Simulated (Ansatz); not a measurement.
The system is BN.

```xyz
2
Lattice="0.0000 3.4953 2.1661 1.2516 0.0000 2.1661 1.2516 3.4953 0.0000" Properties=species:S:1:pos:R:3 pbc="T T T"
N     1.2516    3.4953    2.8881
B     1.2516    3.4953    0.0002
```

Measurements of this composition are mostly on another form, of space group No. 194.

* Program: Ansatz 0.2.0
* Task: relaxation of cell and atoms
* Functional: PBE0
* Potentials or basis: Ansatz PAW
* Cutoff: 420 eV (not typed: the program's choice for these potentials)
* k mesh: 7 × 7 × 7
* Occupations: fermi-dirac, width 0.05 eV
* Spin: no spin polarisation

At the start: volume 9.48 Å³/atom.

**Question.** How do energy, volume and symmetry change on relaxing?

**Answer.** It ends after 20 steps and the volume is 10.89 Å³/atom (+14.9 %); space group Fmm2 (No. 42, to 0.05 Å).

Step by step:
| step | energy change (eV) | largest force (eV/Å) | volume (Å³) |
| --- | --- | --- | --- |
| 1 | 0.0000 | 0.0100 | 18.95 |
| 2 | -0.0023 | 0.0038 | 19.29 |
| 3 | -0.0022 | 0.0023 | 19.69 |
| 4 | -0.0021 | 0.0013 | 19.72 |
| 5 | -0.0062 | 0.0013 | 19.72 |
| 6 | -0.0061 | 0.0027 | 20.09 |
| 7 | -0.0050 | 0.0038 | 20.49 |
| 8 | -0.0084 | 0.0037 | 20.49 |
| 9 | -0.0077 | 0.0023 | 20.85 |
| 10 | -0.0072 | 0.0009 | 21.01 |
| 11 | -0.0091 | 0.0009 | 21.01 |
| 12 | -0.0086 | 0.0001 | 21.24 |
| 13 | -0.0082 | 0.0004 | 21.36 |
| 14 | -0.0095 | 0.0004 | 21.36 |
| 15 | -0.0089 | 0.0005 | 21.57 |
| 16 | -0.0088 | 0.0003 | 21.61 |
| 17 | -0.0096 | 0.0003 | 21.61 |
| 18 | -0.0093 | 0.0000 | 21.72 |
| 19 | -0.0092 | 0.0002 | 21.78 |
| 20 | -0.0096 | 0.0002 | 21.78 |

Final structure:
```cif
data_structure
_symmetry_space_group_name_H-M 'P 1'
_symmetry_Int_Tables_number 1
_cell_length_a 4.5807
_cell_length_b 2.4952
_cell_length_c 4.2274
_cell_angle_alpha 81.512
_cell_angle_beta 32.598
_cell_angle_gamma 65.890
_cell_volume 21.78
loop_
_atom_site_label
_atom_site_type_symbol
_atom_site_fract_x
_atom_site_fract_y
_atom_site_fract_z
_atom_site_occupancy
N1 N 0.66667 0.66667 0.33333 1
B1 B 0.00003 0.00003 0.99997 1
```

Caveat: the k mesh is coarse (spacing up to 0.43 Å⁻¹), so the values aren't converged, least of all with exact exchange; the plane-wave basis is chosen anew once the cell has moved, so the energies of steps on either side of that aren't comparable; the pressure holds a Pulay correction of +0.4 GPa for the finite cutoff; the PAW data sets come from PBE, with cores solved anew for the run's functional, which leaves a small shift of forces and pressure.
